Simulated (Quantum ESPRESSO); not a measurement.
# Ag (P-1) in Quantum ESPRESSO: single point with vdW-DF-cx

Aim: the single point of Ag with vdW-DF-cx.

Program: Quantum ESPRESSO 7.5. These are calculated values, not measurements. Logs are shortened: lines on timing, memory, paths and dates and some standing lists are left out, and cuts for length are marked.

## 1. The structure

The typed cell holds 2 atoms: a = 2.900 Å, b = 2.756 Å, c = 4.709 Å, α = 91.89°, β = 88.74°, γ = 108.17°.

This isn't the form of Ag at room conditions, which is fcc.

## 2. Single point, vdW-DF-cx

Input file run.py:

```python
import numpy as np
from ase.calculators.espresso import Espresso, EspressoProfile
from ase.io import read

atoms = read('Ag.cif')

input_data = {
    'control': {'calculation': 'scf', 'prefix': 'pwscf', 'outdir': './tmp', 'tprnfor': True, 'tstress': True, 'disk_io': 'nowf'},
    'system': {'ecutwfc': 71.0, 'nbnd': 27, 'input_dft': 'vdw-df-cx', 'occupations': 'smearing', 'smearing': 'fd', 'degauss': 0.00734986},
    'electrons': {'conv_thr': 4e-10, 'electron_maxstep': 120, 'mixing_beta': 0.5},
}
pseudopotentials = {'Ag': 'Ag.upf'}
profile = EspressoProfile(command='pw.x', pseudo_dir='pseudo')
dft = Espresso(profile=profile, input_data=input_data, pseudopotentials=pseudopotentials, kpts=(10, 10, 6), koffset=(0, 0, 0))
atoms.calc = dft

print(f'energy {atoms.get_potential_energy():.8f} eV')
print('forces (eV/A)')
print(np.round(atoms.get_forces(), 6))
print('stress (eV/A^3, Voigt)')
print(np.round(atoms.get_stress(), 8))
print(f'Fermi level {dft.get_fermi_level():.4f} eV')
```

Input file Ag.cif:

```cif
data_Ag
_cell_length_a 2.89966889
_cell_length_b 2.75628440
_cell_length_c 4.70940553
_cell_angle_alpha 91.89004367
_cell_angle_beta 88.74315701
_cell_angle_gamma 108.16622782
_space_group_name_H-M_alt 'P1'
_space_group_name_Hall 'P 1'
_space_group_IT_number 1
loop_
_space_group_symop_operation_xyz
'x,y,z'
loop_
_atom_site_label
_atom_site_type_symbol
_atom_site_symmetry_multiplicity
_atom_site_Wyckoff_symbol
_atom_site_fract_x
_atom_site_fract_y
_atom_site_fract_z
_atom_site_occupancy
Ag1 Ag 1 a 0.0326254500 0.9610846300 0.0512676200 1
Ag2 Ag 1 a 0.4673745500 0.5389153700 0.4487323800 1
```

Potentials or basis: Ansatz NC SR PBE.

Launch:

```sh
$ OMP_NUM_THREADS=1 python run.py
```

Log:

```text
energy -8421.18129400 eV
forces (eV/A)
[[-0.061472 -0.068399 -2.943201]
 [ 0.061472  0.068399  2.943201]]
stress (eV/A^3, Voigt)
[-0.02132697 -0.05631612 -0.06897843 -0.00456692 -0.00224765 -0.01959073]
Fermi level 16.4177 eV
```

espresso.pwi:

```text
&CONTROL
   calculation      = 'scf'
   tstress          = .true.
   tprnfor          = .true.
   outdir           = './tmp'
   prefix           = 'pwscf'
   disk_io          = 'nowf'
   pseudo_dir       = 'pseudo'
/
&SYSTEM
   nbnd             = 27
   ecutwfc          = 71.0
   occupations      = 'smearing'
   degauss          = 0.00734986
   smearing         = 'fd'
   input_dft        = 'vdw-df-cx'
   ntyp             = 1
   nat              = 2
   ibrav            = 0
/
&ELECTRONS
   electron_maxstep = 120
   conv_thr         = 4e-10
   mixing_beta      = 0.5
/
&IONS
/
&CELL
/
&FCP
/
&RISM
/
ATOMIC_SPECIES
Ag 107.8682 Ag.upf

K_POINTS automatic
10 10 6  0 0 0

CELL_PARAMETERS angstrom
2.89966889000000 0.00000000000000 0.00000000000000
-0.85934033951685 2.61890012687816 0.00000000000000
0.10329746268143 -0.12957631680888 4.70648914354643

ATOMIC_POSITIONS angstrom
Ag -0.7259999748 2.5103415901 0.2412904969  
Ag 0.9384726419 1.3532204418 2.1119540748
```

espresso.pwo:

```text
[... set-up lines left out ...]
     Self-consistent Calculation

     iteration #  1     ecut=    71.00 Ry     beta= 0.50
     Davidson diagonalization with overlap
     ethr =  1.00E-02,  avg # of iterations =  5.0

     Threshold (ethr) on eigenvalues was too large:
     Diagonalizing with lowered threshold

     Davidson diagonalization with overlap
     ethr =  3.83E-04,  avg # of iterations =  1.2

     total energy              =    -618.90033649 Ry
     estimated scf accuracy    <       0.14950293 Ry

     iteration #  2     ecut=    71.00 Ry     beta= 0.50
     Davidson diagonalization with overlap
     ethr =  3.93E-04,  avg # of iterations =  2.0

     total energy              =    -618.94223556 Ry
     estimated scf accuracy    <       0.01782499 Ry

     iteration #  3     ecut=    71.00 Ry     beta= 0.50
     Davidson diagonalization with overlap
     ethr =  4.69E-05,  avg # of iterations =  2.5

     total energy              =    -618.94534319 Ry
     estimated scf accuracy    <       0.00071810 Ry

     iteration #  4     ecut=    71.00 Ry     beta= 0.50
     Davidson diagonalization with overlap
     ethr =  1.89E-06,  avg # of iterations =  3.6

     total energy              =    -618.94544487 Ry
     estimated scf accuracy    <       0.00015722 Ry

     iteration #  5     ecut=    71.00 Ry     beta= 0.50
     Davidson diagonalization with overlap
     ethr =  4.14E-07,  avg # of iterations =  1.2

     total energy              =    -618.94546071 Ry
     estimated scf accuracy    <       0.00000765 Ry

     iteration #  6     ecut=    71.00 Ry     beta= 0.50
     Davidson diagonalization with overlap
     ethr =  2.01E-08,  avg # of iterations =  2.0

     total energy              =    -618.94546317 Ry
     estimated scf accuracy    <       0.00000080 Ry

     iteration #  7     ecut=    71.00 Ry     beta= 0.50
     Davidson diagonalization with overlap
     ethr =  2.09E-09,  avg # of iterations =  2.0

     total energy              =    -618.94546297 Ry
     estimated scf accuracy    <       0.00000050 Ry

     iteration #  8     ecut=    71.00 Ry     beta= 0.50
     Davidson diagonalization with overlap
     ethr =  1.31E-09,  avg # of iterations =  2.0

     total energy              =    -618.94546309 Ry
     estimated scf accuracy    <          9.7E-09 Ry

     iteration #  9     ecut=    71.00 Ry     beta= 0.50
     Davidson diagonalization with overlap
     ethr =  2.57E-11,  avg # of iterations =  2.0

     total energy              =    -618.94546309 Ry
     estimated scf accuracy    <          6.1E-10 Ry

     iteration # 10     ecut=    71.00 Ry     beta= 0.50
     Davidson diagonalization with overlap
     ethr =  1.60E-12,  avg # of iterations =  2.0

     End of self-consistent calculation

     Number of k-points >= 100: set verbosity='high' to print the bands.

     the Fermi energy is    16.4177 ev

!    total energy              =    -618.94546309 Ry
     estimated scf accuracy    <          7.9E-11 Ry
     smearing contrib. (-TS)   =      -0.00139274 Ry
     internal energy E=F+TS    =    -618.94407035 Ry

     The total energy is F=E-TS. E is the sum of the following terms:
     one-electron contribution =    -276.72105754 Ry
     hartree contribution      =     158.41108611 Ry
     xc contribution           =     -92.19832737 Ry
     ewald contribution        =    -408.43577155 Ry

     convergence has been achieved in  10 iterations

     Forces acting on atoms (cartesian axes, Ry/au):

     atom    1 type  1   force =    -0.00239087   -0.00266028   -0.11447229
     atom    2 type  1   force =     0.00239087    0.00266028    0.11447229

     Total force =     0.161967     Total SCF correction =     0.000033

     Computing stress (Cartesian axis) and pressure

          total   stress  (Ry/bohr**3)                   (kbar)     P=       78.30
   0.00023228   0.00021337   0.00002448           34.17       31.39        3.60
   0.00021337   0.00061336   0.00004974           31.39       90.23        7.32
   0.00002448   0.00004974   0.00075127            3.60        7.32      110.52

=------------------------------------------------------------------------------=
   JOB DONE.
=------------------------------------------------------------------------------=
```

It took 4.4 min on 1 thread of Intel Xeon Platinum 8488C (Sapphire Rapids), shared host; peak memory 0.38 GiB.

What came out:

```
Free energy            : -8421.1820 eV
Pressure               : 7.8 GPa
Largest force          : 2.945 eV/Å
Band gap on the k mesh : none (metal or under the smearing width)
```

Forces on the atoms (eV/Å):
```
Ag  -0.061 -0.068 -2.943
Ag   0.061  0.068  2.943
```

Levels at points of the mesh, in eV from the Fermi level:
```csv
k point,band 17,band 18,band 19,band 20,band 21,band 22
"(0.00, 0.00, 0.00)",-3.52,-3.29,-2.59,0.27,2.94,12.52
"(0.00, 0.00, -0.50)",-3.92,-3.30,-3.26,-2.91,8.83,13.82
"(0.00, -0.50, 0.00)",-3.40,-3.04,0.12,0.69,5.64,7.29
"(0.00, -0.50, -0.50)",-2.90,-2.76,0.25,0.30,3.57,4.49
"(-0.50, 0.00, 0.00)",-3.39,-2.98,-0.42,-0.01,5.32,6.38
"(-0.50, 0.00, -0.50)",-3.05,-2.85,-0.28,-0.17,2.93,3.56
"(-0.50, -0.50, 0.00)",-2.76,-2.73,0.35,3.93,6.44,7.34
"(-0.50, -0.50, -0.50)",-2.97,-2.73,1.88,4.04,5.07,5.63
```

Caveat: the potentials were made for another functional, which shifts forces and pressure.

## 3. For comparison

An earlier run on the cell as given: functional PBE; potentials or basis SSSP 1.3 efficiency PBE; cutoff 816 eV; density cutoff 3265 eV; k mesh 10 × 10 × 6; occupations fermi-dirac, width 0.05 eV; no spin polarisation.

- Pressure: 13.9 GPa
- Largest force: 3.165 eV/Å
- Band gap on the k mesh: none (metal or under the smearing width)
